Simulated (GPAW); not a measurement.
# Cr (Im-3m) in GPAW: further runs, part 2 of 2

GPAW 26.7.0. The steps go on from the part before.

### Step 3. Single point, PBE, collinear spin, antiferromagnetic start

Input file run.py:

```python
from ase.dft.bandgap import bandgap
from ase.io import read, write
from ase.units import GPa
from gpaw import GPAW, PW

atoms = read('Cr.cif')
atoms.set_initial_magnetic_moments([4.0, -4.0])

calc = GPAW(mode=PW(500),
            xc='PBE',
            kpts={'size': (7, 7, 7), 'gamma': True},
            occupations={'name': 'fermi-dirac', 'width': 0.05},
            nbands=17,
            maxiter=120,
            txt='gpaw.txt')
atoms.calc = calc
energy = atoms.get_potential_energy()
forces = atoms.get_forces()
stress = atoms.get_stress()
calc.write('gs.gpw')
write('result.traj', atoms)
print(f'Energy: {energy:.6f} eV')
print('Forces (eV/A):')
print(forces.round(4))
print('Stress (GPa):', (stress / GPa).round(3))
print('Moments:', calc.get_magnetic_moments().round(3))
print('Fermi level:', round(calc.get_fermi_level(), 4), 'eV')
print(f'Gap: {bandgap(calc)[0]:.4f} eV, direct: {bandgap(calc, direct=True)[0]:.4f} eV')
```

Input file Cr.cif:

```cif
data_Cr
_cell_length_a 2.96889936
_cell_length_b 2.96889936
_cell_length_c 2.96889936
_cell_angle_alpha 90.00000000
_cell_angle_beta 90.00000000
_cell_angle_gamma 90.00000000
_space_group_name_H-M_alt 'Im-3m'
_space_group_name_Hall '-I 4 2 3'
_space_group_IT_number 229
loop_
_space_group_symop_operation_xyz
'x,y,z'
'-x,-y,-z'
'-y,x,z'
'y,-x,-z'
'-x,-y,z'
'x,y,-z'
'y,-x,z'
'-y,x,-z'
'x,-y,-z'
'-x,y,z'
'-y,-x,-z'
'y,x,z'
'-x,y,-z'
'x,-y,z'
'y,x,-z'
'-y,-x,z'
'z,x,y'
'-z,-x,-y'
'z,-y,x'
'-z,y,-x'
'z,-x,-y'
'-z,x,y'
'z,y,-x'
'-z,-y,x'
'-z,x,-y'
'z,-x,y'
'-z,-y,-x'
'z,y,x'
'-z,-x,y'
'z,x,-y'
'-z,y,x'
'z,-y,-x'
'y,z,x'
'-y,-z,-x'
'x,z,-y'
'-x,-z,y'
'-y,z,-x'
'y,-z,x'
'-x,z,y'
'x,-z,-y'
'-y,-z,x'
'y,z,-x'
'-x,-z,-y'
'x,z,y'
'y,-z,-x'
'-y,z,x'
'x,-z,y'
'-x,z,-y'
'x+1/2,y+1/2,z+1/2'
'-x+1/2,-y+1/2,-z+1/2'
'-y+1/2,x+1/2,z+1/2'
'y+1/2,-x+1/2,-z+1/2'
'-x+1/2,-y+1/2,z+1/2'
'x+1/2,y+1/2,-z+1/2'
'y+1/2,-x+1/2,z+1/2'
'-y+1/2,x+1/2,-z+1/2'
'x+1/2,-y+1/2,-z+1/2'
'-x+1/2,y+1/2,z+1/2'
'-y+1/2,-x+1/2,-z+1/2'
'y+1/2,x+1/2,z+1/2'
'-x+1/2,y+1/2,-z+1/2'
'x+1/2,-y+1/2,z+1/2'
'y+1/2,x+1/2,-z+1/2'
'-y+1/2,-x+1/2,z+1/2'
'z+1/2,x+1/2,y+1/2'
'-z+1/2,-x+1/2,-y+1/2'
'z+1/2,-y+1/2,x+1/2'
'-z+1/2,y+1/2,-x+1/2'
'z+1/2,-x+1/2,-y+1/2'
'-z+1/2,x+1/2,y+1/2'
'z+1/2,y+1/2,-x+1/2'
'-z+1/2,-y+1/2,x+1/2'
'-z+1/2,x+1/2,-y+1/2'
'z+1/2,-x+1/2,y+1/2'
'-z+1/2,-y+1/2,-x+1/2'
'z+1/2,y+1/2,x+1/2'
'-z+1/2,-x+1/2,y+1/2'
'z+1/2,x+1/2,-y+1/2'
'-z+1/2,y+1/2,x+1/2'
'z+1/2,-y+1/2,-x+1/2'
'y+1/2,z+1/2,x+1/2'
'-y+1/2,-z+1/2,-x+1/2'
'x+1/2,z+1/2,-y+1/2'
'-x+1/2,-z+1/2,y+1/2'
'-y+1/2,z+1/2,-x+1/2'
'y+1/2,-z+1/2,x+1/2'
'-x+1/2,z+1/2,y+1/2'
'x+1/2,-z+1/2,-y+1/2'
'-y+1/2,-z+1/2,x+1/2'
'y+1/2,z+1/2,-x+1/2'
'-x+1/2,-z+1/2,-y+1/2'
'x+1/2,z+1/2,y+1/2'
'y+1/2,-z+1/2,-x+1/2'
'-y+1/2,z+1/2,x+1/2'
'x+1/2,-z+1/2,y+1/2'
'-x+1/2,z+1/2,-y+1/2'
loop_
_atom_site_label
_atom_site_type_symbol
_atom_site_symmetry_multiplicity
_atom_site_Wyckoff_symbol
_atom_site_fract_x
_atom_site_fract_y
_atom_site_fract_z
_atom_site_occupancy
Cr1 Cr 2 a 0.0000000000 0.0000000000 0.0000000000 1
```

Potentials or basis: GPAW PAW data sets (gpaw-data 1.2.1), pw.

On the command line:

```
OMP_NUM_THREADS=1 python run.py
```

gpaw.txt:

```text
__  _  _
 | _ |_)|_||  |
 |__||  | ||/\| - 26.7.0

Input parameters:
  mode=PW(ecut=500.0),
  kpts=MonkhorstPack(size=(7, 7, 7), gamma=True),
  maxiter=120,
  nbands=17,
  occupations=Occupations(name='fermi-dirac', width=0.05),
  xc=XC(name='PBE')

Diagonalizing LCAO Hamiltonian
Converting LCAO to pw mode
   .------.
  /|      |
 * |      |
 | |  Cr  |
 | .------.
 |/      /
 Cr-----*

Atoms  # Å, Bohr magnetons
|   | symbol |        x |        y |        z |    initial magnetic moments |
|---|--------|----------|----------|----------|-----------------------------|
| 0 |     Cr | 0.000000 | 0.000000 | 0.000000 | ( 0.0000,  0.0000,  4.0000) |
| 1 |     Cr | 1.484450 | 1.484450 | 1.484450 | ( 0.0000,  0.0000, -4.0000) |

Unit cell  # Å
| periodic |        x |        y |        z |  lengths |    angles |
|----------|----------|----------|----------|----------|-----------|
|      yes | 2.968899 | 0.000000 | 0.000000 | 2.968899 | 90.000000 |
|      yes | 0.000000 | 2.968899 | 0.000000 | 2.968899 | 90.000000 |
|      yes | 0.000000 | 0.000000 | 2.968899 | 2.968899 | 90.000000 |

Number of symmetries: 48
Symmetry operations  # r_c * U_cc + t_c -> r_c
|    | kind |            matrix            |
|----|------|------------------------------|
|  0 |  E   |  1, 0, 0,  0, 1, 0,  0, 0, 1 |
|  1 |  σ   |  1, 0, 0,  0, 1, 0,  0, 0,-1 |
|  2 |  σ   |  1, 0, 0,  0, 0, 1,  0, 1, 0 |
[... 167 lines left out ...]
|iter:  12| |  -18.707783c| -7.70c| -4.70c|  +0.0000|

Converged in 12 steps
Energy contributions relative to reference atoms: (reference = -57164.754899)

Energy contributions:
  Kinetic:         -34.583856
  Coulomb:          22.455886
  Zero:              0.333275
  External:          0.000000
  Xc:               -6.910666
  Entropy:          -0.004843
  Spinorbit:         0.000000
  ----------------------------
  Free energy:     -18.710204
  Extrapolated:    -18.707783

dipole moment: (-7.306234, -7.306234, -7.306234)  # |e|*Ang

Total magnetic moment: (0.000000, 0.000000, 0.000000)

Local magnetic moments
|        x |        y |         z |
|----------|----------|-----------|
| 0.000000 | 0.000000 |  1.876259 |  # Cr   0
| 0.000000 | 0.000000 | -1.876259 |  # Cr   1

Fermi level: 9.717
Eigenvalues  # (at kpt = [0.000, 0.000, 0.000])
| band index |      eig [eV] | occ [0-1] |      eig [eV] | occ [0-1] |
|------------|---------------|-----------|---------------|-----------|
|          0 |         2.253 |     1.000 |         2.253 |     1.000 |
|          1 |         6.050 |     1.000 |         6.050 |     1.000 |
|          2 |         6.050 |     1.000 |         6.050 |     1.000 |
|          3 |         8.737 |     1.000 |         8.737 |     1.000 |
|          4 |         8.737 |     1.000 |         8.737 |     1.000 |
|          5 |         8.737 |     1.000 |         8.737 |     1.000 |
|          6 |        10.878 |     0.000 |        10.878 |     0.000 |
|          7 |        10.878 |     0.000 |        10.878 |     0.000 |
|          8 |        12.198 |     0.000 |        12.198 |     0.000 |
|          9 |        12.198 |     0.000 |        12.198 |     0.000 |
|         10 |        12.198 |     0.000 |        12.198 |     0.000 |
|         11 |        18.489 |     0.000 |        18.489 |     0.000 |
|         12 |        18.489 |     0.000 |        18.489 |     0.000 |
|         13 |        18.560 |     0.000 |        18.560 |     0.000 |
|        ... |               |           |               |           |
|         16 |        20.832 |     0.000 |        20.832 |     0.000 |

No gap
No difference between direct/indirect transitions

Forces  # eV/Ang
|       x |       y |       z |
|---------|---------|---------|
| 0.00000 | 0.00000 | 0.00000 |  # Cr   0
| 0.00000 | 0.00000 | 0.00000 |  # Cr   1

Stress tensor  # eV/Ang^3
|        x |        y |        z |
|----------|----------|----------|
| 0.068232 | 0.000000 | 0.000000 |
| 0.000000 | 0.068232 | 0.000000 |
| 0.000000 | 0.000000 | 0.068232 |

# Writing to gs.gpw (mode='')
```

stdout:

```text
Energy: -18.707783 eV
Forces (eV/A):
[[0. 0. 0.]
 [0. 0. 0.]]
Stress (GPa): [10.932 10.932 10.932  0.     0.     0.   ]
Moments: [ 1.876 -1.876]
Fermi level: 9.7174 eV
Gap: 0.0000 eV, direct: 0.0000 eV
```

Run time: 8.3 s. Hardware: 1 thread of Arm Neoverse V2, shared host; peak memory 0.13 GiB.

What came out:

```yaml
Free_energy: -18.7102 eV
Pressure: -10.9 GPa
Band_gap_on_the_k_mesh: none (metal or under the smearing width)
Net_moment: 0.00 μB per cell
Site_moments: Cr +1.88, -1.88 μB
```

Levels at points of the mesh, in eV from the Fermi level:
Spin up:
| k point | band 4 | band 5 | band 6 | band 7 | band 8 | band 9 |
| --- | --- | --- | --- | --- | --- | --- |
| (0.00, 0.00, 0.00) | -0.98 | -0.98 | -0.98 | 1.16 | 1.16 | 2.48 |
Spin down:
```tsv
k point	band 2	band 3	band 4	band 5	band 6	band 7	band 8	band 9	band 10	band 11
(0.00, 0.00, 0.00)	-3.67	-3.67	-0.98	-0.98	-0.98	1.16	1.16	2.48	2.48	2.48
```

Caveat: the cutoff is short for stress and forces, so pressures can be off by a GPa or more.

### Step 4. Single point, LDA, collinear spin, ferromagnetic start

Changes to run.py since step 3:

```diff
@@ -5,10 +5,10 @@
 
-atoms = read('Cr.cif')
-atoms.set_initial_magnetic_moments([4.0, -4.0])
+atoms = read('Cr.xyz')
+atoms.set_initial_magnetic_moments([4.0])
 
-calc = GPAW(mode=PW(500),
-            xc='PBE',
-            kpts={'size': (7, 7, 7), 'gamma': True},
+calc = GPAW(mode=PW(400),
+            xc='LDA',
+            kpts={'size': (10, 10, 10), 'gamma': True},
             occupations={'name': 'fermi-dirac', 'width': 0.05},
-            nbands=17,
+            nbands=11,
             maxiter=120,
```

Input file Cr.xyz:

```xyz
1
Lattice="-1.4844496776 1.4844496776 1.4844496776 1.4844496776 -1.4844496776 1.4844496776 1.4844496776 1.4844496776 -1.4844496776" Properties=species:S:1:pos:R:3 pbc="T T T"
Cr     0.0000000000      0.0000000000      0.0000000000
```

Potentials or basis: the program's PAW data sets (release 1.2.1) made for this functional, pw.

On the command line:

```
OMP_NUM_THREADS=1 python run.py
```

gpaw.txt:

```text
__  _  _
 | _ |_)|_||  |
 |__||  | ||/\| - 26.7.0

Input parameters:
  mode=PW(ecut=400.0),
  kpts=MonkhorstPack(size=(10, 10, 10), gamma=True),
  maxiter=120,
  nbands=11,
  occupations=Occupations(name='fermi-dirac', width=0.05),
  xc=XC(name='LDA')

Diagonalizing LCAO Hamiltonian
Converting LCAO to pw mode

       Cr

Atoms  # Å, Bohr magnetons
|   | symbol |        x |        y |        z |    initial magnetic moments |
|---|--------|----------|----------|----------|-----------------------------|
| 0 |     Cr | 0.000000 | 0.000000 | 0.000000 | ( 0.0000,  0.0000,  4.0000) |

Unit cell  # Å
| periodic |         x |         y |         z |  lengths |     angles |
|----------|-----------|-----------|-----------|----------|------------|
|      yes | -1.484450 |  1.484450 |  1.484450 | 2.571142 | 109.471221 |
|      yes |  1.484450 | -1.484450 |  1.484450 | 2.571142 | 109.471221 |
|      yes |  1.484450 |  1.484450 | -1.484450 | 2.571142 | 109.471221 |

Number of symmetries: 48
Symmetry operations  # r_c * U_cc + t_c -> r_c
|    | kind |            matrix            |
|----|------|------------------------------|
|  0 |  σ   |  1, 1, 1,  0, 0,-1,  0,-1, 0 |
|  1 |  C4  |  1, 1, 1,  0, 0,-1, -1, 0, 0 |
|  2 |  C2  |  1, 1, 1,  0,-1, 0,  0, 0,-1 |
|  3 |  S6  |  1, 1, 1,  0,-1, 0, -1, 0, 0 |
|  4 |  S6  |  1, 1, 1, -1, 0, 0,  0, 0,-1 |
|  5 |  C4  |  1, 1, 1, -1, 0, 0,  0,-1, 0 |
|  6 |  E   |  1, 0, 0,  0, 1, 0,  0, 0, 1 |
|  7 |  σ   |  1, 0, 0,  0, 1, 0, -1,-1,-1 |
|  8 |  σ   |  1, 0, 0,  0, 0, 1,  0, 1, 0 |
[... 158 lines left out ...]
|iter:   9| |  -10.203059c| -4.91 | -2.61 |  -0.0118|
|iter:  10| |  -10.203085c| -5.33 | -2.74 |  -0.0010|
|iter:  11| |  -10.203081c| -6.72 | -3.64 |  +0.0005|
|iter:  12| |  -10.203081c| -7.80c| -4.10c|  -0.0001|

Converged in 12 steps
Energy contributions relative to reference atoms: (reference = -28526.683362)

Energy contributions:
  Kinetic:         -23.343143
  Coulomb:          15.766200
  Zero:              0.115177
  External:          0.000000
  Xc:               -2.736748
  Entropy:          -0.009131
  Spinorbit:         0.000000
  ----------------------------
  Free energy:     -10.207646
  Extrapolated:    -10.203081

dipole moment: (-3.691304, -3.691304, -3.691304)  # |e|*Ang

Total magnetic moment: (0.000000, 0.000000, -0.000066)

Local magnetic moments
|        x |        y |         z |
|----------|----------|-----------|
| 0.000000 | 0.000000 | -0.000028 |  # Cr   0

Fermi level: 9.217
Eigenvalues  # (at kpt = [0.000, 0.000, 0.000])
| band index |      eig [eV] | occ [0-1] |      eig [eV] | occ [0-1] |
|------------|---------------|-----------|---------------|-----------|
|          0 |         1.928 |     1.000 |         1.928 |     1.000 |
|          1 |         8.413 |     1.000 |         8.413 |     1.000 |
|          2 |         8.413 |     1.000 |         8.413 |     1.000 |
|          3 |         8.413 |     1.000 |         8.413 |     1.000 |
|          4 |        10.072 |     0.000 |        10.072 |     0.000 |
|          5 |        10.072 |     0.000 |        10.072 |     0.000 |
|          6 |        15.132 |     0.000 |        15.132 |     0.000 |
|          7 |        18.714 |     0.000 |        18.714 |     0.000 |
|          8 |        18.714 |     0.000 |        18.714 |     0.000 |
|          9 |        18.714 |     0.000 |        18.714 |     0.000 |
|         10 |        31.520 |     0.000 |        31.520 |     0.000 |

No gap
No difference between direct/indirect transitions

Forces  # eV/Ang
|       x |       y |       z |
|---------|---------|---------|
| 0.00000 | 0.00000 | 0.00000 |  # Cr   0

Stress tensor  # eV/Ang^3
|         x |         y |         z |
|-----------|-----------|-----------|
|  0.251300 | -0.000000 | -0.000000 |
| -0.000000 |  0.251300 |  0.000000 |
| -0.000000 |  0.000000 |  0.251300 |

# Writing to gs.gpw (mode='')
```

It took 7.3 s on 1 thread of Arm Neoverse V2, shared host; peak memory 0.12 GiB.

These settings aren't checked as converged: the numbers below hold their error.

Results:

```
Free energy            : -10.2076 eV
Pressure               : -40.3 GPa
Band gap on the k mesh : none (metal or under the smearing width)
Net moment             : 0.00 μB per cell
```

Caveat: the cutoff is short for stress and forces, so pressures can be off by a GPa or more; the starting moments collapsed, and a magnetic state may lie lower; a pressure of tens of GPa on the cell as given is suspect, and the run, the potentials or the cell itself is likely at fault.
